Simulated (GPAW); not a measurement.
The system is MnS.

```
CELL_PARAMETERS angstrom
0.00000 2.47346 2.47346
2.47346 0.00000 2.47346
2.47346 2.47346 0.00000
ATOMIC_POSITIONS crystal
Mn 0.00000 0.00000 0.00000
S 0.75000 0.75000 0.75000
```

The cell is a database's computed one.

Program: GPAW 26.7.0. Alike in all runs: cell as given; k mesh 9 × 9 × 9; cutoff (eV) 600.

Q: Order these runs on this cell by their pressure, lowest first.
A. level PBEsol+D4+U; potentials or basis PAW data sets generated in the run's folder for this functional, pw; spin collinear, ferromagnetic start; U Mn d U = 4.5 eV; smearing fermi-dirac 0.1 eV
B. level r2SCAN; potentials or basis GPAW PAW data sets (gpaw-data 1.2.1), pw; spin collinear, ferromagnetic start; smearing fermi-dirac 0.05 eV; band path GXWKGLUWLK,UX; band points 60
C. level PBEsol; potentials or basis PAW data sets generated in the run's folder for this functional, pw; spin collinear, ferromagnetic start; smearing fermi-dirac 0.05 eV; band path GXWKGLUWLK,UX; band points 100
D. level r2SCAN+D3(BJ)+U; potentials or basis GPAW PAW data sets (gpaw-data 1.2.1), pw; spin collinear, zero start; U Mn d U = 4 eV; smearing improved-tetrahedron-method
E. level LDA; potentials or basis the program's PAW data sets (release 1.2.1) made for this functional, pw; spin collinear, ferromagnetic start; smearing fermi-dirac 0.05 eV; band path GXWKGLUWLK,UX; band points 100

A: E (-7.2 GPa), C (-2.3 GPa), D (13.6 GPa), B (32.5 GPa), A (50.8 GPa).

Caveats: a pressure of tens of GPa on the cell as given is suspect, and the run, the potentials or the cell itself is likely at fault (some runs); a cell with one magnetic atom can't hold antiferromagnetic order, which such compounds often take (some runs); pairwise dispersion overbinds metals, which lowers pressure and volume (some runs); the moment fell far below its start of 4 μB, so a state of higher moment may lie lower in energy (some runs); the PAW data sets were made with another functional, which shifts forces and pressure a little (some runs); the run has no moments, though such compounds are often magnetic (some runs).

Not every run made on this cell is shown here.
